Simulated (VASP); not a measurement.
Input of a VASP 6.6.1 run:

Contents of POSCAR:

```
KI
1.0
    0.0000000000      3.5445661365      3.5445661365
    3.5445661365      0.0000000000      3.5445661365
    3.5445661365      3.5445661365      0.0000000000
K I
1 1
Direct
    0.0000000000      0.0000000000      0.0000000000
    0.5000000000      0.5000000000      0.5000000000
```

File INCAR.step1:

```
SYSTEM = KI
PREC = Accurate ; ENCUT = 520
ISMEAR = 0 ; SIGMA = 0.01
LREAL = .FALSE. ; LASPH = .TRUE.
NELM = 80 ; NBANDS = 15
GGA = PE ; ALGO = Normal
EDIFF = 1E-4 ; LWAVE = .TRUE.
LCHARG = .FALSE.
```

INCAR.step2

```
SYSTEM = KI
PREC = Accurate ; ENCUT = 520
EDIFF = 1E-7 ; ISMEAR = 0
SIGMA = 0.01 ; LREAL = .FALSE.
LASPH = .TRUE. ; NELM = 80
ALGO = Normal ; ISIF = 2
LWAVE = .FALSE. ; LCHARG = .FALSE.
METAGGA = R2SCAN ; LMIXTAU = .TRUE.
NBANDS = 15 ; ISTART = 1
```

KPOINTS

```
Automatic mesh
0
G
  6 6 6
  0 0 0
```

Potentials or basis: VASP PAW PBE potentials, release 64 (K_sv, I).

Command:

```console
$ cat potpaw_PBE.64/K_sv/POTCAR potpaw_PBE.64/I/POTCAR > POTCAR
$ cp INCAR.step1 INCAR
$ mpirun -np 1 vasp_std > vasp.out
$ cp INCAR.step2 INCAR
$ mpirun -np 1 vasp_std > vasp.out
```

Q: Estimate the band gap on the k mesh.

A: 4.58 eV, direct.

Q: Estimate the pressure.

A: 0.0 GPa.

Caveat: the PAW data sets were made with another functional, which shifts forces and pressure a little; spin-orbit coupling is left out, which moves the levels of the heavy elements.

**Experimental background.**

From a printed reference work, monograph, for a bulk crystal of KI: band gap 6.32 eV.

A measured gap of KI is 6.32 eV (a printed reference work, monograph); the calculated 4.58 eV misses it by -1.74 eV. Spin-orbit coupling on I is left out. The value is that of r2SCAN, without temperature or zero-point motion.
